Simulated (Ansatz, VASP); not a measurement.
Two plane-wave programs on GaSb

```
Ga Sb
1.0
     0.00000    3.00519    3.00519
     3.00519    0.00000    3.00519
     3.00519    3.00519    0.00000
Ga Sb
1 1
Direct
  0.00000 0.00000 0.00000
  0.75000 0.75000 0.75000
```

Alike in both runs: task single point; functional PBE; k mesh 12 × 12 × 12; occupations gaussian, width 0.1 eV; no spin polarisation.

|  | VASP | Ansatz |
| --- | --- | --- |
| version | VASP 6.6.1 | Ansatz 0.2.0 |
| potentials or method | VASP PAW PBE potentials, release 64 (Ga_d, Sb) | scalar-relativistic, plane waves, PAW |
| plane-wave cutoff (eV) | 520 | 420 |
| valence electrons in the cell | 18 | 28 |

Ansatz gave:

```
gap on the k mesh at the Fermi level (eV) : 0.42
least direct gap on the mesh (eV)         : 0.42
pressure (GPa)                            : 5.7
```

Which values does VASP return?

gap on the k mesh at the Fermi level (eV): 0.42; least direct gap on the mesh (eV): 0.42; pressure (GPa): 5.8.

The functional is the same, so the differences come from potentials, cutoffs and numerics. The two sets of potentials don't hold the same shells in valence.

Caveats: spin-orbit coupling is left out, which moves the levels of the heavy elements.
